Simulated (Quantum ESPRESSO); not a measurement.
Runs of Quantum ESPRESSO 7.5 on Re. The structure is hexagonal, space group P6_3/mmc (No. 194). Conventional cell: a = 2.761 Å, b = 2.761 Å, c = 4.458 Å, α = 90.00°, β = 90.00°, γ = 120.00°. Re (site symmetry -6m2) has 12 Re at 2.74 to 2.76 Å as nearest neighbours. 

```tsv
task	level	potentials or basis	spin	cell	form of the LDA correlation	most ionic steps	forc conv thr	etot conv thr	ion dynamics	gap on the mesh (eV)	pressure (GPa)
band structure	LDA	PseudoDojo 0.4.1 SR LDA standard	off	as given	PW92	-	-	-	-	none	-10.8
band structure	PBE	PseudoDojo 0.4.1 SR PBE standard	off	as given	-	-	-	-	-	none	5.8
band structure	PBEsol	PseudoDojo 0.4.1 SR PBEsol standard	off	as given	-	-	-	-	-	none	-4.3
relaxation of cell and atoms	PBEsol	PseudoDojo 0.4.1 SR PBEsol standard	off	relaxed to 0.3 kbar	-	40	0.0004 Ry/bohr	1e-05 Ry	bfgs	none	0.0
band structure	PBE	PseudoDojo 0.4 FR PBE standard	SOC, no magnetisation	as given	-	-	-	-	-	none	(a)
relaxation of cell and atoms	PBE+D3(BJ)	PseudoDojo 0.4.1 SR PBE standard	off	relaxed to 0.3 kbar	-	40	0.0004 Ry/bohr	1e-05 Ry	bfgs	none	0.0
```

Alike in all rows: k mesh 11 × 11 × 6; cutoff (eV) 980; smearing fermi-dirac 0.05 eV.

**Question.** Fill in the values left out.

**Answer.** (a) 7.3.

Caveats: spin-orbit coupling is left out, which moves the levels of the heavy elements (some runs); pairwise dispersion overbinds metals, which lowers pressure and volume (some runs).

A k mesh can miss the band edges, and rows without SOC leave out spin-orbit coupling on Re.

A gap of «none» marks a metal or a gap under the smearing width.
